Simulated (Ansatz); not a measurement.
The cell is COD entry 9009004, as deposited and not checked against the literature; nothing was relaxed.

An input for BaF₂ and the output that it gave: DFT, PBE, all-electron LAPW, scalar-relativistic (Ansatz 0.2.0).

Command: `ansatz run input.yaml --threads 1 --pin off --max-ram 3072MiB --backend cpu --events-out ev --progress --plain --runs-dir out` The run took about 8.3 s on 1 thread of a shared machine.

```yaml
crystal:
  lattice:
    - [0.0, 3.10005, 3.10005]
    - [3.10005, 0.0, 3.10005]
    - [3.10005, 3.10005, 0.0]
  atoms:
    - { symbol: Ba, position: [0.0, 0.0, 0.0] }
    - { symbol: F, position: [0.25, 0.25, 0.25] }
    - { symbol: F, position: [0.75, 0.75, 0.75] }
kpoints:
  mp_grid: { grid: [8, 8, 8] }
  band_path:
    path:
      - [0.0, 0.0, 0.0]
      - [0.5, 0.0, 0.5]
      - [0.625, 0.25, 0.625]
      - [0.375, 0.375, 0.75]
      - [0.0, 0.0, 0.0]
      - [0.5, 0.5, 0.5]
      - [0.5, 0.25, 0.75]
      - [0.5, 0.0, 0.5]
    npoints: 8
scf:
  occupations: { method: fermi_dirac, width: 0.01 }
hamiltonian:
  xc: pbe
  pseudopotentials: { kind: all_electron, lapw: { basis_error: 0.001 } }
output:
  forces: true
  stress: true
  eigenvalues: true
  populations: true
  dos: { projected: true, de: 0.2, e_range: [-14, 8] }
```

Output:

```
Ba: projections on atomic orbitals take those of the free atom 1s2 2s2 2p6 3s2 3p6 3d10 4s2 4p6 4d10 5s2 5p6 6s2, of charge +0.00 (hamiltonian.pseudopotentials.projection_atoms)
F: projections on atomic orbitals take those of the free atom 1s2 2s2 2p5, of charge +0.00 (hamiltonian.pseudopotentials.projection_atoms)
LAPW: plane waves up to 7.519 Å⁻¹, error target 1.0e-3 eV per atom; small_component_spin mean_spin; F in spheres of 1.274 Å, 7 of its electrons in bands, Dirac shells []; Ba in spheres of 1.411 Å, 28 of its electrons in bands, Dirac shells []
Engine: ansatz 0.2.0
Pseudopotentials: kind: all_electron
Pseudopotential: Ba, LAPW, valence charge 28, Koelling and Harmon's equation, gaussian nucleus
Pseudopotential: F, LAPW, valence charge 7, Koelling and Harmon's equation, gaussian nucleus
Functional definition: PBE
  parameter kappa = 0.804
  parameter beta = 0.06672455060314922
  exchange = pbe_x(kappa = kappa, mu = beta*pi^2/3)
  correlation = pbe_c(beta = beta)
Crystal: 3 atoms, lattice volume = 59.585 Å³
Basis set: ecut = 215.39263679803796 eV, 411 PW (Γ), exchange–correlation at level 2
Bands: 26, of which v1, the nominal top of the filled ones, is band 21 counted from 1 (20 counted from 0)
Symmetry: 48 space group operations
Space group: Fm-3m (ITA 225), of the structure as read, at distance tolerance 3.9e-5 Å
k-points: 29 of 512
Non-local potential: Ba, projectors of the file, none
Non-local potential: F, projectors of the file, none
Initial density: superposition of atomic densities (chi_scale 0.1, normalization cell, long waves kept (reshape's long-wave potential 0.00 eV rms))
Initial wavefunctions: plane waves of lowest kinetic energy (no species holds an atomic orbital)
Functional: x = pbe(κ = 0.804, μ = 0.2195149727645171), c = pbe(β = 0.06672455060314922)
iter 1 solved again at ethr=3.05e-3 eV; its pass at ethr=1.00e-1 eV (dr2=1.28e0 eV) is discarded
SCF iter   1: F=—  HF=-226817.660318 eV  |F-HF|=—  |Δ(HF+E_count)|=         —  Δρ=3.76e-2  dr2=1.28e0  ethr=3.05e-3  ⟨swp⟩=2.0  Hψ=5216  notcnv=0
preconditioner: auto → none  [insulator: Δε(μ)=8.716 eV  Ē_g=18.489 eV  σ=0.010 eV  W_gap=1.00  n_scr=14 (ndim 8)  ℏωp=23.6 eV  f_vac=0.023  D(μ)=0.00/eV (n_scr^D=0)  ε∞_Penn≈2.6]
iter 2 solved again at ethr=1.94e-4 eV; its pass at ethr=3.05e-3 eV (dr2=8.13e-2 eV) is discarded
SCF iter   2: F=—  HF=-226816.412886 eV  |F-HF|=—  |Δ(HF+E_count)|=    1.25e0  Δρ=7.77e-3  dr2=8.13e-2  ethr=1.94e-4  ⟨swp⟩=2.0  Hψ=4487  notcnv=0
SCF iter   3: F=—  HF=-226815.974270 eV  |F-HF|=—  |Δ(HF+E_count)|=   4.39e-1  Δρ=9.35e-3  dr2=8.77e-2  ethr=1.94e-4  ⟨swp⟩=3.0  Hψ=2814  notcnv=0
SCF iter   4: F=—  HF=-226815.992091 eV  |F-HF|=—  |Δ(HF+E_count)|=   1.78e-2  Δρ=8.98e-4  dr2=1.03e-3  ethr=1.94e-4  ⟨swp⟩=3.7  Hψ=2658  notcnv=0
SCF iter   5: F=—  HF=-226815.991129 eV  |F-HF|=—  |Δ(HF+E_count)|=   9.62e-4  Δρ=4.80e-4  dr2=2.43e-4  ethr=2.45e-6  ⟨swp⟩=3.0  Hψ=2573  notcnv=0
SCF iter   6: F=—  HF=-226815.990791 eV  |F-HF|=—  |Δ(HF+E_count)|=   3.38e-4  Δρ=1.21e-4  dr2=1.27e-5  ethr=5.78e-7  ⟨swp⟩=3.0  Hψ=2665  notcnv=0
SCF iter   7: F=—  HF=-226815.990747 eV  |F-HF|=—  |Δ(HF+E_count)|=   4.47e-5  Δρ=2.41e-5  dr2=4.69e-7  ethr=3.02e-8  ⟨swp⟩=2.3  Hψ=2357  notcnv=0
SCF iter   8: F=-226815.990746 eV  HF=-226815.990746 eV  |F-HF|=9.20e-9  |Δ(HF+E_count)|=   1.86e-7  Δρ=3.16e-6  dr2=6.72e-9  ethr=1.12e-9  ⟨swp⟩=2.9  Hψ=2410  notcnv=0
SCF 1 converged in 8 iterations: F = -226815.990746 eV  dr2 = 6.72e-9
NSCF: frozen V_eff on 57 k-points
SCF converged after 8 iterations
Free energy (F): -226815.990746 eV
Harris-Foulkes:  -226815.990746 eV  (|F-HF|=9.20e-9)
Internal energy: -226815.990746 eV  (E = F + TS)
E sigma→0 (E₀):  -226815.990746 eV
Fermi energy:    8.512341 eV
--- Per-component energies (eV) ---
  E_band       = -2231.145127
  E_kinetic    = 241316.945338
  E_xc         = -5963.025513
  E_electrostatic = -462169.910571  (all electrons and nuclei)
  E_smearing   = -0.000000  (= −TS)
  E_closure    = 0.000000  (closes the sum)
  E_atoms      = -226798.764166  (free atoms, spherical and without spin; not in F)
  Σ components = -226815.990746   (vs F -226815.990746, Δ=0.00e0)
  Basis errors (estimates in eV, not in F): energy 3.3e-4 per atom: plane waves 3.1e-4 (1.8e-4 summed), levels above the bands 0.0e0, relativity 1.4e-8, radial functions 2.6e-5, core shells 3.0e-10; eigenvalues (radial functions only) 8.6e-6; not estimated: angular momenta, meshes, grids; target (lapw.basis_error) 1.0e-3; muffin-tin radii F 1.274 Å, Ba 1.411 Å
--- Forces (eV/Å), atoms counted from 1 ---
  atom   1  Ba     0.00000000    -0.00000000     0.00000000
  atom   2  F      0.00000000     0.00000000     0.00000000
  atom   3  F      0.00000000    -0.00000000    -0.00000000
  max |Σ_I F_I| component: 4.63e-18 eV/Å
--- Stress (GPa, compression-positive) ---
        1.274357       0.000000       0.000000
        0.000000       1.274357       0.000000
        0.000000       0.000000       1.274357
  P = ⅓ Tr σ = 1.2744 GPa (12.744 kbar)
--- Band table (eV; the first three rows and the last of 29) ---
  k-point 0: bands = ["-227.4856", "-164.6055", "-164.6055", "-164.6055", "-73.3907", "-73.3907", "-73.3859", "-73.3859", "-73.3859", "-17.8950", "-13.8448", "-13.7784", "-2.7298", "-2.7298", "-2.7298", "3.6102", "3.6102", "3.6102", "4.9893", "4.9893", "4.9893", "11.9109", "14.3547", "14.3547", "16.5423", "16.5423"]
  k-point 1: bands = ["-227.4856", "-164.6055", "-164.6055", "-164.6055", "-73.3907", "-73.3907", "-73.3859", "-73.3859", "-73.3859", "-17.8650", "-13.8595", "-13.8161", "-2.7590", "-2.7544", "-2.7544", "3.6752", "3.6752", "3.7705", "4.8847", "4.9699", "4.9699", "12.2622", "14.3368", "14.3368", "16.3355", "16.5518"]
  k-point 2: bands = ["-227.4856", "-164.6055", "-164.6055", "-164.6055", "-73.3907", "-73.3907", "-73.3859", "-73.3859", "-73.3859", "-17.7898", "-13.9319", "-13.8731", "-2.8224", "-2.8123", "-2.8123", "3.8256", "3.8256", "4.1584", "4.6712", "4.9318", "4.9318", "13.0649", "14.3180", "14.3180", "15.8744", "16.5927"]
  k-point 28: bands = ["-227.4856", "-164.6055", "-164.6055", "-164.6055", "-73.3907", "-73.3907", "-73.3859", "-73.3859", "-73.3859", "-17.5983", "-14.0616", "-14.0616", "-3.1426", "-2.8479", "-2.8479", "3.8756", "4.4877", "4.7380", "4.7380", "4.7854", "4.8723", "12.6630", "14.9322", "15.0291", "15.0291", "17.1396"]
--- Löwdin populations: 3 sites ---
  site symbol       q [e]
     0     Ba     54.2025
     1      F      9.7872
     2      F      9.7872
  spilling = 0.003014 (of n_electrons = 74.000000)
```
